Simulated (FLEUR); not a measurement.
# Sb (I4/mmm) in FLEUR: a series of runs

The runs below take Sb through single point, with PBE.

Program: FLEUR MaX-R8.1 (later development tree). These are calculated values, not measurements. Logs are shortened: lines on timing, memory, paths and dates and some standing lists are left out, and cuts for length are marked.

## Step 1: The structure

The structure is tetragonal, space group I4/mmm (No. 139). The conventional cell has a = 3.153 Å, b = 3.153 Å, c = 5.424 Å, α = 90.00°, β = 90.00°, γ = 90.00°. Around Sb (site symmetry 4/mmm) lie 12 Sb at 3.15 to 3.51 Å.

This isn't the form of Sb at room conditions, which is rhombohedral.

## Step 2: Single point, PBE

The input, inp.xml:

```xml
<?xml version="1.0" encoding="UTF-8" standalone="no"?>
<fleurInput fleurInputVersion="0.39">
   <comment>
      Sb                                                                                                  
   </comment>
   <calculationSetup>
      <cutoffs Kmax="4.5" Gmax="22.5" GmaxXC="22.5" numbands="0"/>
      <scfLoop itmax="60" minDistance="0.00001" maxIterBroyd="15" imix="Anderson" alpha="0.05" precondParam="0.0" spinf="2.0" sdNocoIR="T"/>
      <coreElectrons ctail="T" frcor="F" kcrel="0" coretail_lmax="0"/>
      <xcFunctional name="pbe" relativisticCorrections="F"/>
      <magnetism jspins="1"/>
      <soc l_soc="F" theta="0.0" phi="0.0" spav="F"/>
      <expertModes spex="0" secvar="F"/>
      <geometryOptimization l_f="F" forcealpha="1.0" forcemix="BFGS" epsdisp="0.00001" epsforce="0.00001"/>
      <ldaU l_linMix="F" mixParam="0.05" spinf="1.0"/>
   </calculationSetup>
   <cell>
      <bzIntegration valenceElectrons="21.0" mode="hist" fermiSmearingEnergy="0.00183747">
         <kPointListSelection listName="default-1"/>
         <!-- k-points included here -->
         <xi:include xmlns:xi="http://www.w3.org/2001/XInclude" href="kpts.xml"> </xi:include>
      </bzIntegration>
      <!-- symmetry operations included here -->
      <xi:include xmlns:xi="http://www.w3.org/2001/XInclude" href="sym.xml"> </xi:include>
      <bulkLattice scale="1.0">
         <bravaisMatrix>
            <row-1>   -2.9792291704857377     2.9792291704857377     5.1248209019343527</row-1>
            <row-2>    2.9792291704857377    -2.9792291704857377     5.1248209019343527</row-2>
            <row-3>    2.9792291704857377     2.9792291704857377    -5.1248209019343527</row-3>
         </bravaisMatrix>
      </bulkLattice>
   </cell>
   <atomSpecies>
      <species name="Antimony (Sb)" element="Sb" atomicNumber="51">
         <mtSphere radius="2.66" gridPoints="879" logIncrement="0.015"/>
         <atomicCutoffs lmax="10" lnonsphr="8"/>
         <electronConfig flipSpins="F">
            <coreConfig>(1s1/2) (2s1/2) (2p1/2) (2p3/2) (3s1/2) (3p1/2) (3p3/2) (4s1/2) (3d3/2) (3d5/2)</coreConfig>
            <valenceConfig>(4p1/2) (4p3/2) (5s1/2) (4d3/2) (4d5/2) (5p1/2) (5p3/2)</valenceConfig>
            <stateOccupation state="(5p1/2)" spinUp="0.500000" spinDown="0.500000"/>
            <stateOccupation state="(5p3/2)" spinUp="1.000000" spinDown="1.000000"/>
         </electronConfig>
         <energyParameters s="5" p="5" d="5" f="4"/>
         <lo type="SCLO" l="1" n="4" eDeriv="0"/>
         <lo type="SCLO" l="1" n="4" eDeriv="1"/>
         <lo type="SCLO" l="2" n="4" eDeriv="0"/>
         <lo type="SCLO" l="2" n="4" eDeriv="1"/>
         <lo type="SCLO" l="0" n="5" eDeriv="2"/>
         <lo type="SCLO" l="3" n="4" eDeriv="2"/>
      </species>
   </atomSpecies>
   <atomGroups>
      <atomGroup species="Antimony (Sb)">
         <relPos label="                   1">.0000000000 .0000000000 .0000000000</relPos>
         <force calculate="T" relaxXYZ="TTT"/>
      </atomGroup>
   </atomGroups>
   <output dos="F" band="F" slice="F">
      <checks vchk="F" cdinf="F"/>
      <bandDOS minEnergy="-.5*Htr" maxEnergy="0.5*Htr" sigma="0.015" storeEVData="T"/>
      <vacuumDOS vacdos="F" integ="F" star="F" nstars="0" locx1="0.0" locy1="0.0" locx2="0.0" locy2="0.0" nstm="0" tworkf="0.0"/>
      <unfoldingBand unfoldBand="F" supercellX="1" supercellY="1" supercellZ="1"/>
      <plotting iplot="0" polar="F">
         <plot TwoD="T" vec1="  1.0  0.0  0.0" vec2="  0.0  1.0  0.0" vec3="  0.0  0.0  1.0" zero="  0.0  0.0  0.0" file="plot"/>
      </plotting>
      <chargeDensitySlicing numkpt="0" minEigenval="0.0" maxEigenval="0.0" nnne="0" pallst="F"/>
      <specialOutput eonly="F"/>
      <moessbauerParams electricFieldGradient="T" isomerShift="T" coreHyperfine="T" valenceHyperfine="T"/>
      <magneticCircularDichroism mcd="F" energyLo="-10.0" energyUp="0.0"/>
   </output>
  <!-- We include the file relax.xml here to enable relaxations (see documentation) -->
  <xi:include xmlns:xi="http://www.w3.org/2001/XInclude" href="relax.xml"> <xi:fallback/> </xi:include>
</fleurInput>
```

The input, crystal.txt:

```
Sb
&input cartesian=F /
-1.5765401831  1.5765401831  2.7119384313
1.5765401831  -1.5765401831  2.7119384313
1.5765401831  1.5765401831  -2.7119384313
1.8897261246
1.0 1.0 1.0

1
51 0.0000000000  0.0000000000  0.0000000000

&kpt div1=12 div2=12 div3=12 gamma=T /
```

Potentials or basis: all-electron, FLAPW.

Launch:

```sh
$ inpgen -f crystal.txt -profile moderate
$ # inp.xml edited to the form shown
$ fleur_MPI
```

What it wrote:

```text
Welcome to FLEUR        (www.flapw.de)
      MaX-Release 8.1          (www.max-centre.eu)

 ========== k-point set info ==========
 Selected k-point list: default-1
 k-point list type: mesh
 12 x 12 x 12
 Number of k points: 163

 ------------Calculation Setup---------------------------
 Number of MPI-tasks      :            1
 Number of PE/node        :            1
 Number of OMP-threads    :            1
 Most efficient MPI parallelization for:
           1         163
 Additional eigenvalue parallelization possible
 Number of basis functions:          333
 Approximate size of matrices (H+S) per k-point:         0.002 GB
 --------------------------------------------------------
 Iteration:     1   Distance:       4.74106492 me/bohr^3
 Iteration:     2   Distance:       4.44283057 me/bohr^3
 Iteration:     3   Distance:       1.23777583 me/bohr^3
 Iteration:     4   Distance:       0.14219275 me/bohr^3
 Iteration:     5   Distance:       0.13244401 me/bohr^3
 Iteration:     6   Distance:       0.01698635 me/bohr^3
 Iteration:     7   Distance:       0.00208067 me/bohr^3
 Iteration:     8   Distance:       0.00179177 me/bohr^3
 Iteration:     9   Distance:       0.00012817 me/bohr^3
 Iteration:    10   Distance:       0.00005102 me/bohr^3
 Iteration:    11   Distance:       0.00002204 me/bohr^3
 Iteration:    12   Distance:       0.00000100 me/bohr^3

 ********************************************************************
 Run finished successfully
 Stop message:
   all done
 ********************************************************************
```

out.xml (last iteration):

```text
<iteration numberForCurrentRun="   12" overallNumber="   12">
         <energyParameters units="Htr">
            <atomicEP atomType="1" spin="1" branch="5s" branchLowest="-4.98" branchHighest="0.54" value="-0.0243742999"/>
            <atomicEP atomType="1" spin="1" branch="5p" branchLowest="-3.25" branchHighest="1.15" value="0.2349777376"/>
            <atomicEP atomType="1" spin="1" branch="5d" branchLowest="-0.73" branchHighest="2.25" value="0.4612157301"/>
            <atomicEP atomType="1" spin="1" branch="4f" branchLowest="-9.99" branchHighest="1.72" value="0.6143328328"/>
            <loAtomicEP atomType="1" spin="1" branch="4p" branchLowest="-27.06" branchHighest="-3.25" value="-3.2621643260"/>
            <loAtomicEP atomType="1" spin="1" branch="4p" branchLowest="-27.06" branchHighest="-3.25" value="-3.2621643260"/>
            <loAtomicEP atomType="1" spin="1" branch="4d" branchLowest="-18.45" branchHighest="-0.73" value="-0.7437154531"/>
            <loAtomicEP atomType="1" spin="1" branch="4d" branchLowest="-18.45" branchHighest="-0.73" value="-0.7437154531"/>
            <loAtomicEP atomType="1" spin="1" branch="5s" branchLowest="-4.98" branchHighest="0.54" value="-0.0243742999"/>
            <loAtomicEP atomType="1" spin="1" branch="4f" branchLowest="-9.99" branchHighest="1.72" value="0.6143337158"/>
         </energyParameters>
         <eigenvalues>
            <eigenvaluesAt spin="1" ikpt="1" k_x="0.00000000" k_y="0.00000000" k_z="0.00000000">
                      -3.2529209414       -3.2518871758       -3.2518871758       -0.7494281246       -0.7480693049
                      -0.7467069494       -0.7467069494       -0.7445388954       -0.1452252684        0.5011860030
                       0.5302977219        0.5302977219        0.6950789301        0.7189530432        0.7394487715
                       0.7471756916        0.7471756916
            </eigenvaluesAt>
            <eigenvaluesAt spin="1" ikpt="2" k_x="0.00000000" k_y="0.00000000" k_z="0.08333333">
                      -3.2529212271       -3.2518928913       -3.2518921779       -0.7489527268       -0.7478908156
                      -0.7468364600       -0.7466457813       -0.7447089025       -0.1375181222        0.4873363496
                       0.4920652628        0.5009940424        0.6579041721        0.7115165621        0.7444783806
                       0.7446635669        0.8179129669
            </eigenvaluesAt>
            <eigenvaluesAt spin="1" ikpt="3" k_x="0.00000000" k_y="0.00000000" k_z="0.16666667">
                      -3.2529220015       -3.2519085033       -3.2519058330       -0.7476429898       -0.7474213721
                      -0.7471903157       -0.7464745557       -0.7451755845       -0.1144635437        0.4286608978
                       0.4421419590        0.4530038518        0.5983022422        0.7123473945        0.7177111684
                       0.7773371987        0.8416984023
            </eigenvaluesAt>
            <eigenvaluesAt spin="1" ikpt="4" k_x="0.00000000" k_y="0.00000000" k_z="0.25000000">
                      -3.2529230778       -3.2519298026       -3.2519245111       -0.7476744040       -0.7469090650
                      -0.7462314892       -0.7458287301       -0.7457310379       -0.0763629565        0.3719097732
                       0.3762567222        0.4138024142        0.5519679390        0.6080679630        0.7430721250
                       0.7974464083        0.9526066496
            </eigenvaluesAt>
         </eigenvalues>
         <bandgap value="0.0212491956" units="eV"/>
         <sumValenceSingleParticleEnergies value="-26.3057191363" units="Htr"/>
         <FermiEnergy value="0.3308008586" units="Htr"/>
         <valenceDensity>
            <mtCharges spin="1">
               <mtCharge atomType="1" total="19.0374820" s="1.4996973" p="7.4705667" d="10.0486957" f="0.0164782"/>
            </mtCharges>
            <spinDependentCharge spin="1" total="21.0000000" interstitial="1.9625180" mtSpheres="19.0374820"/>
            <totalCharge value="21.0000000000"/>
         </valenceDensity>
         <coreStates atomType="     1" atomicNumber=" 51" spin="1" kinEnergy="   6574.7906099924" eigValSum="  -3895.7639782757" lostElectrons=" 0.000023">
            <state n="1" l="0" j="0.5" energy="-1112.4966867076" weight="1.0000000000"/>
            <state n="2" l="0" j="0.5" energy="-168.8322604554" weight="1.0000000000"/>
            <state n="2" l="1" j="0.5" energy="-157.9143459549" weight="1.0000000000"/>
            <state n="2" l="1" j="1.5" energy="-148.6596971270" weight="2.0000000000"/>
            <state n="3" l="0" j="0.5" energy="-32.7143394158" weight="1.0000000000"/>
            <state n="3" l="1" j="0.5" energy="-28.2525996616" weight="1.0000000000"/>
            <state n="3" l="1" j="1.5" energy="-26.5448122705" weight="2.0000000000"/>
            <state n="4" l="0" j="0.5" energy="-4.9810845255" weight="1.0000000000"/>
            <state n="3" l="2" j="1.5" energy="-18.6692837415" weight="2.0000000000"/>
            <state n="3" l="2" j="2.5" energy="-18.3143620464" weight="3.0000000000"/>
         </coreStates>
         <allElectronCharges>
            <spinDependentCharge spin="1" total="51.0000000" interstitial="1.9625405" mtSpheres="49.0374595"/>
            <totalCharge value="50.9999999968"/>
         </allElectronCharges>
         <moessbauerParams unitsHFF="kG" unitsIS="e/bohr^3" unitsEFG="Htr/bohr^2">
            <coreIsomerShift atomType="1" isTotal="212646.87816">
               <shell n="1" l="0" isomerShift="184967.81946"/>
               <shell n="2" l="0" isomerShift="21848.97500"/>
               <shell n="2" l="1" isomerShift="550.51081"/>
               <shell n="3" l="0" isomerShift="4281.77733"/>
               <shell n="3" l="1" isomerShift="116.74457"/>
               <shell n="4" l="0" isomerShift="881.05096"/>
               <shell n="3" l="2" isomerShift="0.00002"/>
            </coreIsomerShift>
            <isomerShift atomType="1" nucleusRadius="0.0001171" averageDensity="212747.30459"/>
            <electricFieldGradient atomType="1" VXX="-0.37642" VYY="-0.37642" VZZ="0.75284" asymParam="0.00000">
            </electricFieldGradient>
         </moessbauerParams>
         <totalEnergy                                    value="    -6483.5724253697" units="Htr">
            <sumOfEigenvalues                            value="    -3922.0696974121">
               <coreElectrons value="-3895.7639782757"/>
               <valenceElectrons value="-26.3057191363"/>
            </sumOfEigenvalues>
            <densityCoulombPotentialIntegral value="-10539.7552802672"/>
            <densityEffectivePotentialIntegral value="-10762.5959332665"/>
            <chargeDenXCDenIntegral value="-170.7354949142"/>
            <FockExchangeEnergyValence value="0.0000000000"/>
            <FockExchangeEnergyCore value="0.0000000000"/>
            <atomTypeDependentContributions atomType="1">
               <electronNucleiInteractionDifferentMTs value="7857.2766383128"/>
               <MadelungTerm value="-26.2088878635"/>
            </atomTypeDependentContributions>
            <tkbTimesEntropy value="0.0002031124"/>
            <freeEnergy value="-6483.5726284821"/>
            <extrapolationTo0K value="-6483.5725269259"/>
         </totalEnergy>
         <densityConvergence units="me/bohr^3">
            <chargeDensity spin="1" distance="0.0000010039"/>
         </densityConvergence>
      </iteration>
```

Run time: 52 s. Hardware: 1 thread of Arm Neoverse V2, shared host; peak memory 0.09 GiB.

What came out:

* Free energy: -176426.9990 eV
* Band gap on the k mesh: none (metal or under the smearing width)
* Valence electrons inside the program's atomic spheres: Sb 19.04 (radii Sb 2.66 bohr)

Core levels (eV from the Fermi level):
| atom | levels |
| --- | --- |
| 1 Sb | 1s1/2 -30281.6, 2s1/2 -4603.2, 2p1/2 -4306.1, 2p3/2 -4054.2, 3s1/2 -899.2, 3p1/2 -777.8, 3p3/2 -731.3, 4s1/2 -144.5, 3d3/2 -517.0, 3d5/2 -507.4 |

(Continued in part 2 of 2.)
